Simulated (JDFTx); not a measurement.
Crystal: ZrS2.

```
CELL_PARAMETERS angstrom
3.69138 0.00000 0.00000
-1.84569 3.19683 0.00000
0.00000 0.00000 6.04108
ATOMIC_POSITIONS crystal
Zr 0.00000 0.00000 0.00000
S 0.33333 0.66667 0.23791
S 0.66667 0.33333 0.76209
```

The cell is a database's computed one.

- Program: JDFTx 1.7.0 (patched build)
- Task: single point
- Functional: PBEsol
- Potentials or basis: PseudoDojo-SR-PBEsol-0.4.1-standard with smoothed tails
- Cutoff: 898 eV
- Density cutoff: 7184 eV
- k mesh: 8 × 8 × 5
- Occupations: fermi-dirac, width 0.05 eV
- Spin: no spin polarisation

On this cell: pressure -2.5 GPa; largest force 0.143 eV/Å; band gap on the k mesh 0.98 eV, indirect (least direct gap 1.58 eV).

The same run follows on a disturbed copy (atoms moved at random, drawn with an rms of 0.05 Å):

```
Zr S
1.0
     3.69138    0.00000    0.00000
    -1.84569    3.19683    0.00000
     0.00000    0.00000    6.04108
Zr S
1 2
Direct
  0.00233 0.00147 0.00065
  0.32714 0.66818 0.24361
  0.67227 0.34663 0.75504
```

Task: What does the disturbed cell give?

Result: The energy moves by +10.3 meV/atom; pressure -4.3 GPa; largest force 0.604 eV/Å; band gap on the k mesh 0.87 eV, indirect (least direct gap 1.54 eV).

Forces in eV/Å, atoms in the order of the input:
```
Zr  -0.041  0.043 -0.100
S    0.091  0.094 -0.485
S   -0.050 -0.137  0.586
```

Stress tensor (GPa, compression positive):
```
-4.77 -0.14  0.46
-0.14 -4.38  0.76
 0.46  0.76 -3.87
```

Caveats: an odd mesh through Γ misses points on the zone boundary, where band edges often lie; the empty levels aren't tightly converged (some runs); this functional lacks dispersion, which binds the layers, so the pressure and a relaxed spacing across them are unreliable (some runs).
